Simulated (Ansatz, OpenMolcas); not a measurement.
**Predicting a hybrid from its neighbours: C4H6 (Bicyclo[1.1.0]butane)**

The species is C4H6 (10 atoms), meant as a singlet with charge 0. SMILES: `C1C2CC12`. Geometry: relaxed at PBE0-D4/def2-TZVP.

The electronic atomisation energy y, in eV, basis cc-pVDZ; a is the functional's share of exact exchange. Programs: Ansatz 0.2.0, OpenMolcas 26.06.

| functional | program | a | y (eV) |
| --- | --- | --- | --- |
| TPSS | OpenMolcas | 0 | 42.59 |
| PBE | Ansatz | 0 | 43.42 |
| B3LYP | Ansatz | 0.2 | 41.85 |
| PBE0 | Ansatz | 0.25 | ? |
| r2SCAN0 | Ansatz | 0.25 | 42.00 |
| BHLYP | Ansatz | 0.5 | 40.79 |

Problem. Fit y = c + s·a to the known rows and predict PBE0.

Solution. 
1. Means of the 5 rows: a = 0.1900, y = 42.130.
2. Σ(Δa)² = 0.172, Σ(Δa·Δy) = -0.7585, so the slope is -0.7585/0.172 = -4.4099.
3. Intercept: 42.130 − (-4.4099) × 0.1900 = 42.968. The largest residual of the fit is 0.45.
4. PBE0: 42.968 + (-4.4099) × 0.25 = 41.87 eV.

The run gave 42.80 eV, so the prediction is off by -0.93 eV, more than the largest residual. The rows mix families of semi-local functionals, which the line can't see.
